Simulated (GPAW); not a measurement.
Wanted: an ASE script for a GPAW 26.7.0 run.

```
Task                : single point
Functional          : PBE
Potentials or basis : GPAW PAW data sets (gpaw-data 1.2.1)
Cutoff              : 600 eV
Basis               : pw
k mesh              : 8 × 8 × 8
Occupations         : gaussian, width 0.025 eV
Spin                : no spin polarisation
Maxiter             : 150
```

The system is PbS (Galena).

```
Pb S
1.0
     0.00000    2.96575    2.96575
     2.96575    0.00000    2.96575
     2.96575    2.96575    0.00000
Pb S
1 1
Direct
  0.00000 0.00000 0.00000
  0.50000 0.50000 0.50000
```

One way to write it, as run:

run.py

```python
from ase import Atoms
from ase.dft.bandgap import bandgap
from ase.io import write
from ase.units import GPa
from gpaw import GPAW, PW

atoms = Atoms(['Pb', 'S'],
              cell=[[0.0, 2.96575, 2.96575],
                    [2.96575, 0.0, 2.96575],
                    [2.96575, 2.96575, 0.0]],
              scaled_positions=[[0.0, 0.0, 0.0],
                                [0.5, 0.5, 0.5]],
              pbc=True)

calc = GPAW(mode=PW(600),
            xc='PBE',
            kpts={'size': (8, 8, 8), 'gamma': True},
            occupations={'name': 'methfessel-paxton', 'order': 0, 'width': 0.025},
            nbands=19,
            convergence={'density': 1e-05, 'energy': 1e-05},
            maxiter=150,
            txt='gpaw.txt')
atoms.calc = calc
energy = atoms.get_potential_energy()
forces = atoms.get_forces()
stress = atoms.get_stress()
calc.write('gs.gpw')
write('result.traj', atoms)
print(f'Energy: {energy:.6f} eV')
print('Forces (eV/A):')
print(forces.round(4))
print('Stress (GPa):', (stress / GPa).round(3))
print('Fermi level:', round(calc.get_fermi_level(), 4), 'eV')
print(f'Gap: {bandgap(calc)[0]:.4f} eV, direct: {bandgap(calc, direct=True)[0]:.4f} eV')
```

Potentials or basis: GPAW PAW data sets (gpaw-data 1.2.1), pw.

Run with:

```sh
$ OMP_NUM_THREADS=1 python run.py
```

It gave:

| Property | Result |
| --- | --- |
| Pressure | 2.0 GPa |
| Band gap on the k mesh | 0.31 eV, direct |

Caveat: spin-orbit coupling is left out, which as a rule narrows the gap of such compounds by several tenths of an eV.

It took 28 s on 1 thread of Arm Neoverse N1 (shared host), peak memory 0.16 GiB.
